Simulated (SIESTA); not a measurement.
# PbSe (Clausthalite) (Fm-3m) in SIESTA: a series of runs, part 2 of 2

SIESTA 5.4.2.

**4. Band structure, PBE**

File PbSe.fdf:

```
SystemName                      Clausthalite
SystemLabel                     PbSe
NumberOfSpecies                 2
NumberOfAtoms                   2
%block ChemicalSpeciesLabel
  1  82 Pb
  2  34 Se
%endblock ChemicalSpeciesLabel

LatticeConstant                 1.0 Ang
%block LatticeVectors
     0.0000000000     3.0606500000     3.0606500000
     3.0606500000     0.0000000000     3.0606500000
     3.0606500000     3.0606500000     0.0000000000
%endblock LatticeVectors
AtomicCoordinatesFormat         Fractional
%block AtomicCoordinatesAndAtomicSpecies
     0.0000000000     0.0000000000     0.0000000000  1  Pb
     0.5000000000     0.5000000000     0.5000000000  2  Se
%endblock AtomicCoordinatesAndAtomicSpecies

%block kgrid.MonkhorstPack
    8   0   0  0.0
    0   8   0  0.0
    0   0   8  0.0
%endblock kgrid.MonkhorstPack
XC.Functional                   GGA
XC.Authors                      PBE
PAO.BasisSize                   DZP
PAO.EnergyShift                 0.003 Ry
Mesh.Cutoff                     500 Ry
OccupationFunction              FD
ElectronicTemperature           0.05 eV
MaxSCFIterations                120
SCF.MustConverge                false
SCF.Mixer.Method                Pulay
SCF.Mixer.Weight                0.25
SCF.Mixer.History               8
SCF.DM.Tolerance                5.0e-05
SCF.H.Tolerance                 1.0e-03 eV
WriteForces                     true
Charge.Mulliken                 end
BandLinesScale                  ReciprocalLatticeVectors
%block BandLines
    1    0.000000   0.000000   0.000000  \Gamma
   12    0.500000   0.000000   0.500000  X
    6    0.500000   0.250000   0.750000  W
    4    0.375000   0.375000   0.750000  K
   13    0.000000   0.000000   0.000000  \Gamma
   11    0.500000   0.500000   0.500000  L
    8    0.625000   0.250000   0.625000  U
    4    0.500000   0.250000   0.750000  W
    9    0.500000   0.500000   0.500000  L
    8    0.375000   0.375000   0.750000  K
    1    0.625000   0.250000   0.625000  U
    4    0.500000   0.000000   0.500000  X
%endblock BandLines
%block PAO.Basis
  Pb 4
  n=6 0 2
    6.167 0.000
  n=6 1 2
    8.915 0.000
  n=5 2 2
    4.155 0.000
  n=6 2 1
    8.915
  Se 4
  n=4 0 2
    5.139 0.000
  n=4 1 2
    6.735 0.000
  n=3 2 2
    2.657 0.000
  n=4 2 1
    6.735
%endblock PAO.Basis
```

Potentials or basis: PseudoDojo 0.4 standard (PBE files), DZP (energy shift 0.003 Ry; two zetas on semicore shells).

Command:

```
> siesta < PbSe.fdf > PbSe.out 2>&1
```

Wall time 64 s (1 thread of Arm Neoverse N1, shared host); peak memory 0.23 GiB.

Results (log left out):

```
Free energy             : -5214.5344 eV
Pressure                : 3.8 GPa
Band gap on the k mesh  : 0.36 eV, direct
Band gap along the path : 0.36 eV, direct
```

Levels at the corners of the path, in eV from the valence-band top:
```tsv
point	band 11	band 12	band 13	band 14	band 15	band 16	band 17	band 18	band 19	band 20
Γ	-13.59	-6.33	-1.84	-1.84	-1.84	4.74	4.74	4.74	7.15	7.15
X	-12.15	-7.39	-5.02	-3.23	-3.23	4.08	5.74	5.75	6.16	12.70
W	-12.12	-8.04	-4.25	-4.25	-0.79	2.01	5.16	5.16	8.11	8.11
K	-12.16	-8.06	-4.60	-2.72	-2.39	3.58	4.11	5.57	6.19	10.90
Γ	-13.59	-6.33	-1.84	-1.84	-1.84	4.74	4.74	4.74	7.15	7.15
L	-12.52	-8.84	-1.47	-1.47	0.00	0.36	1.87	1.87	8.90	11.19
U	-12.16	-8.06	-4.60	-2.72	-2.39	3.58	4.11	5.57	6.19	10.90
W	-12.12	-8.04	-4.25	-4.25	-0.79	2.01	5.16	5.16	8.11	8.11
L	-12.52	-8.84	-1.47	-1.47	0.00	0.36	1.87	1.87	8.90	11.19
K	-12.16	-8.06	-4.60	-2.72	-2.39	3.58	4.11	5.57	6.19	10.90
U	-12.16	-8.06	-4.60	-2.72	-2.39	3.58	4.11	5.57	6.19	10.90
X	-12.15	-7.39	-5.02	-3.23	-3.23	4.08	5.74	5.75	6.16	12.70
```

Caveat: spin-orbit coupling is left out, which as a rule narrows the gap of such compounds by several tenths of an eV; the basis of atomic orbitals isn't converged, which shifts pressures, moduli and gaps.

**5. Band structure, LDA**

Edit PbSe.fdf of step 4 so:

```diff
@@ -26,4 +26,4 @@
 %endblock kgrid.MonkhorstPack
-XC.Functional                   GGA
-XC.Authors                      PBE
+XC.Functional                   LDA
+XC.Authors                      PW92
 PAO.BasisSize                   DZP
@@ -60,14 +60,14 @@
   n=6 0 2
-    6.167 0.000
+    6.142 0.000
   n=6 1 2
-    8.915 0.000
+    8.773 0.000
   n=5 2 2
-    4.155 0.000
+    4.164 0.000
   n=6 2 1
-    8.915
+    8.773
   Se 4
   n=4 0 2
-    5.139 0.000
+    5.129 0.000
   n=4 1 2
-    6.735 0.000
+    6.695 0.000
   n=3 2 2
@@ -75,3 +75,3 @@
   n=4 2 1
-    6.735
+    6.695
 %endblock PAO.Basis
```

Potentials or basis: PseudoDojo 0.4 standard (LDA files), DZP (energy shift 0.003 Ry; two zetas on semicore shells).

Command:

```
> siesta PbSe.fdf > PbSe.out 2>&1
```

Wall time 64 s (1 thread of Arm Neoverse N1, shared host); peak memory 0.22 GiB.

It converged, with:

```yaml
Free_energy: -5209.6793 eV
Pressure: -0.7 GPa
Band_gap_on_the_k_mesh: 0.28 eV, direct
Band_gap_along_the_path: 0.28 eV, direct
```

Levels at the corners of the path, in eV from the valence-band top:
```
point  band 11  band 12  band 13  band 14  band 15  band 16  band 17  band 18  band 19  band 20
    Γ   -13.61    -6.44    -1.80    -1.80    -1.80     4.65     4.65     4.65     7.12     7.12
    X   -12.16    -7.49    -5.01    -3.21    -3.21     4.05     5.67     5.67     6.09    12.77
    W   -12.13    -8.12    -4.23    -4.23    -0.75     1.93     5.11     5.11     8.05     8.05
    K   -12.17    -8.14    -4.59    -2.69    -2.39     3.53     4.06     5.52     6.14    10.83
    Γ   -13.61    -6.44    -1.80    -1.80    -1.80     4.65     4.65     4.65     7.12     7.12
    L   -12.54    -8.91    -1.42    -1.42     0.00     0.28     1.80     1.80     8.82    11.13
    U   -12.17    -8.14    -4.59    -2.69    -2.39     3.53     4.06     5.52     6.14    10.83
    W   -12.13    -8.12    -4.23    -4.23    -0.75     1.93     5.11     5.11     8.05     8.05
    L   -12.54    -8.91    -1.42    -1.42     0.00     0.28     1.80     1.80     8.82    11.13
    K   -12.17    -8.14    -4.59    -2.69    -2.39     3.53     4.06     5.52     6.14    10.83
    U   -12.17    -8.14    -4.59    -2.69    -2.39     3.53     4.06     5.52     6.14    10.83
    X   -12.16    -7.49    -5.01    -3.21    -3.21     4.05     5.67     5.67     6.09    12.77
```

Caveat: spin-orbit coupling is left out, which as a rule narrows the gap of such compounds by several tenths of an eV; the basis of atomic orbitals isn't converged, which shifts pressures, moduli and gaps.

**6. Band structure, PBE, non-collinear spin, zero start, spin-orbit coupling**

Edit PbSe.fdf of step 5 so:

```diff
@@ -22,11 +22,17 @@
 %block kgrid.MonkhorstPack
-    8   0   0  0.0
-    0   8   0  0.0
-    0   0   8  0.0
+    6   0   0  0.0
+    0   6   0  0.0
+    0   0   6  0.0
 %endblock kgrid.MonkhorstPack
-XC.Functional                   LDA
-XC.Authors                      PW92
-PAO.BasisSize                   DZP
+XC.Functional                   GGA
+XC.Authors                      PBE
+PAO.BasisSize                   TZP
 PAO.EnergyShift                 0.003 Ry
 Mesh.Cutoff                     500 Ry
+Spin                            spin-orbit
+%block DM.InitSpin
+    1   0.000     0.00     0.00
+    2   0.000     0.00     0.00
+%endblock DM.InitSpin
+WriteOrbMom                     true
 OccupationFunction              FD
@@ -59,6 +65,6 @@
   Pb 4
-  n=6 0 2
-    6.142 0.000
-  n=6 1 2
-    8.773 0.000
+  n=6 0 3
+    6.179 0.000 0.000
+  n=6 1 3
+    8.915 0.000 0.000
   n=5 2 2
@@ -66,12 +72,12 @@
   n=6 2 1
-    8.773
+    8.915
   Se 4
-  n=4 0 2
-    5.129 0.000
-  n=4 1 2
-    6.695 0.000
+  n=4 0 3
+    5.139 0.000 0.000
+  n=4 1 3
+    6.735 0.000 0.000
   n=3 2 2
-    2.657 0.000
+    2.662 0.000
   n=4 2 1
-    6.695
+    6.735
 %endblock PAO.Basis
```

Potentials or basis: PseudoDojo 0.4 standard (PBE files, fully relativistic), TZP (energy shift 0.003 Ry; two zetas on semicore shells).

Command:

```
> siesta < PbSe.fdf > PbSe.out 2>&1
```

PbSe.out:

```text
Version         : 5.4.2

[... 6 lines left out ...]
 NOTE: Please see the manual for full details and compatibility measures.

reinit: Reading from standard input
reinit: Dumping input in INPUT_TMP.71556
************************** Dump of input data file ****************************
SystemName                      Clausthalite
SystemLabel                     PbSe
NumberOfSpecies                 2
NumberOfAtoms                   2
%block ChemicalSpeciesLabel
  1  82 Pb
  2  34 Se
%endblock ChemicalSpeciesLabel
LatticeConstant                 1.0 Ang
%block LatticeVectors
     0.0000000000     3.0606500000     3.0606500000
     3.0606500000     0.0000000000     3.0606500000
     3.0606500000     3.0606500000     0.0000000000
%endblock LatticeVectors
AtomicCoordinatesFormat         Fractional
%block AtomicCoordinatesAndAtomicSpecies
[... 946 lines left out ...]
    2  3 4s         0.15612   0.00000     -0.000  -0.000   0.000
    2  4 4py        0.74808   0.00000     -0.000  -0.000  -0.000
    2  5 4pz        0.74808   0.00000      0.000   0.000   0.000
    2  6 4px        0.74808   0.00000     -0.000  -0.000  -0.000
    2  7 4py       -0.17904   0.00000     -0.000   0.000   0.000
    2  8 4pz       -0.17904   0.00000     -0.000  -0.000  -0.000
    2  9 4px       -0.17904   0.00000      0.000   0.000   0.000
    2 10 4py        0.75361   0.00000      0.000   0.000   0.000
    2 11 4pz        0.75361   0.00000     -0.000   0.000   0.000
    2 12 4px        0.75361   0.00000      0.000   0.000   0.000
    2 13 3dxy       1.99908   0.00000      0.000  -0.000  -0.000
    2 14 3dyz       1.99908   0.00000     -0.000   0.000  -0.000
    2 15 3dz2       1.99689   0.00000     -0.000  -0.000  -0.000
    2 16 3dxz       1.99908   0.00000      0.000  -0.000   0.000
    2 17 3dx2-y2    1.99689   0.00000     -0.000  -0.000   0.000
    2 18 3dxy       0.00284   0.00000     -0.000   0.000   0.000
    2 19 3dyz       0.00284   0.00000      0.000  -0.000   0.000
    2 20 3dz2       0.00485   0.00000      0.000   0.000   0.000
    2 21 3dxz       0.00284   0.00000      0.000   0.000  -0.000
    2 22 3dx2-y2    0.00485   0.00000     -0.000  -0.000  -0.000
    2 23 4dxy       0.01276   0.00000     -0.000   0.000  -0.000
    2 24 4dyz       0.01276   0.00000      0.000   0.000   0.000
    2 25 4dz2       0.05234   0.00000     -0.000  -0.000  -0.000
    2 26 4dxz       0.01276   0.00000      0.000   0.000   0.000
    2 27 4dx2-y2    0.05234   0.00000      0.000   0.000  -0.000
    2     Total    15.93372   0.00000      0.000  -0.000  -0.000

Total              30.00000   0.00000      0.000   0.000  -0.000

Mulliken Atomic Populations:
Atom #   charge [q] valence [e]           S      Sx [e]      Sy [e]      Sz [e]  Species
     1    -0.066284   14.066284    0.000000   -0.000000    0.000000    0.000000  Pb
     2     0.066284   15.933716    0.000000    0.000000   -0.000000   -0.000000  Se
 Total    -0.000000                0.000000    0.000000    0.000000   -0.000000

Job completed
```

Wall time 3.8 min (1 thread of Arm Neoverse N1, shared host); peak memory 0.35 GiB.

What came out:

```yaml
Free_energy: -5209.7645 eV
Pressure: 2.9 GPa
Band_gap_on_the_k_mesh: 0.08 eV, direct
Band_gap_along_the_path: 0.08 eV, direct
Net_moment: 0.00 μB per cell
```

Levels at the corners of the path, in eV from the valence-band top:
| point | band 27 | band 28 | band 29 | band 30 | band 31 | band 32 | band 33 | band 34 |
| --- | --- | --- | --- | --- | --- | --- | --- | --- |
| Γ | -1.61 | -1.61 | -1.61 | -1.61 | 3.29 | 3.29 | 5.53 | 5.53 |
| X | -3.44 | -3.44 | -2.97 | -2.97 | 4.22 | 4.22 | 4.76 | 4.76 |
| W | -4.13 | -4.13 | -0.75 | -0.75 | 1.84 | 1.84 | 5.11 | 5.11 |
| K | -2.80 | -2.80 | -2.26 | -2.26 | 3.19 | 3.19 | 4.33 | 4.33 |
| Γ | -1.61 | -1.61 | -1.61 | -1.61 | 3.29 | 3.29 | 5.53 | 5.53 |
| L | -1.34 | -1.34 | 0.00 | 0.00 | 0.08 | 0.08 | 1.62 | 1.62 |
| U | -2.80 | -2.80 | -2.26 | -2.26 | 3.19 | 3.19 | 4.33 | 4.33 |
| W | -4.13 | -4.13 | -0.75 | -0.75 | 1.84 | 1.84 | 5.11 | 5.11 |
| L | -1.34 | -1.34 | 0.00 | 0.00 | 0.08 | 0.08 | 1.62 | 1.62 |
| K | -2.80 | -2.80 | -2.26 | -2.26 | 3.19 | 3.19 | 4.33 | 4.33 |
| U | -2.80 | -2.80 | -2.26 | -2.26 | 3.19 | 3.19 | 4.33 | 4.33 |
| X | -3.44 | -3.44 | -2.97 | -2.97 | 4.22 | 4.22 | 4.76 | 4.76 |

Moments on the atoms (μB; x, y, z):
```
Pb  0.00 0.00 0.00
Se  0.00 0.00 0.00
```

Caveat: the basis of atomic orbitals isn't converged, which shifts pressures, moduli and gaps.

**7. Overview**

```tsv
level	potentials or basis	spin	k mesh	gap on the mesh (eV)	pressure (GPa)	moment (μB)
PBE	PseudoDojo 0.4 standard (PBE files), DZ (energy shift 0.003 Ry; two zetas on semicore shells)	off	8 × 8 × 8	0.49	3.4	-
PBE	PseudoDojo 0.4 standard (PBE files, fully relativistic), DZP (energy shift 0.003 Ry; two zetas on semicore shells)	non-collinear, zero start, SOC	6 × 6 × 6	0.08	3.3	0.00
PBE	PseudoDojo 0.4 standard (PBE files), DZP (energy shift 0.003 Ry; two zetas on semicore shells)	off	8 × 8 × 8	0.36	3.8	-
LDA	PseudoDojo 0.4 standard (LDA files), DZP (energy shift 0.003 Ry; two zetas on semicore shells)	off	8 × 8 × 8	0.28	-0.7	-
PBE	PseudoDojo 0.4 standard (PBE files, fully relativistic), TZP (energy shift 0.003 Ry; two zetas on semicore shells)	non-collinear, zero start, SOC	6 × 6 × 6	0.08	2.9	0.00
```

Alike in all rows: task band structure; cell as given; smearing fermi-dirac 0.05 eV; grid cutoff 500 Ry; energy shift 0.003 Ry.

Caveats: the basis of atomic orbitals isn't converged, which shifts pressures, moduli and gaps; spin-orbit coupling is left out, which as a rule narrows the gap of such compounds by several tenths of an eV (some runs); the basis has no polarisation orbitals (some runs).

Total energies depend on the potentials used, so only differences within one code and one set of settings carry meaning.

**8. How close it comes**

Step 3. A measured gap of PbSe is 0.28 eV (direct; 300 K; a printed reference work, monograph); the calculated 0.08 eV misses it by -0.20 eV. 2 values of this kind are on record (0.15 to 0.28 eV); this one was drawn at random. The value is that of PBE in an atomic basis (PseudoDojo 0.4 standard (PBE files, fully relativistic), DZP (energy shift 0.003 Ry; two zetas on semicore shells)), whose error adds to the functional's,, without temperature or zero-point motion. Semilocal functionals fall short of measured gaps as a rule.

Step 4. Measured gap of PbSe: 0.28 eV (direct; 300 K; a printed reference work, monograph). This calculation gives 0.36 eV (+0.08 eV). 2 values of this kind are on record (0.15 to 0.28 eV); this one was drawn at random. Spin-orbit coupling on Pb, Se is left out. The value is that of PBE in an atomic basis (PseudoDojo 0.4 standard (PBE files), DZP (energy shift 0.003 Ry; two zetas on semicore shells)), whose error adds to the functional's,, without temperature or zero-point motion.

Step 5. A measured gap of PbSe is 0.28 eV (direct; 300 K; a printed reference work, monograph); the calculated 0.28 eV misses it by 0.00 eV. 2 values of this kind are on record (0.15 to 0.28 eV); this one was drawn at random. Spin-orbit coupling on Pb, Se is left out. The value is that of LDA in an atomic basis (PseudoDojo 0.4 standard (LDA files), DZP (energy shift 0.003 Ry; two zetas on semicore shells)), whose error adds to the functional's,, without temperature or zero-point motion. Semilocal functionals fall short of measured gaps as a rule.

Step 6. A measured gap of PbSe is 0.28 eV (direct; 300 K; a printed reference work, monograph); the calculated 0.08 eV misses it by -0.20 eV. 2 values of this kind are on record (0.15 to 0.28 eV); this one was drawn at random. The value is that of PBE in an atomic basis (PseudoDojo 0.4 standard (PBE files, fully relativistic), TZP (energy shift 0.003 Ry; two zetas on semicore shells)), whose error adds to the functional's,, without temperature or zero-point motion. Semilocal functionals fall short of measured gaps as a rule.
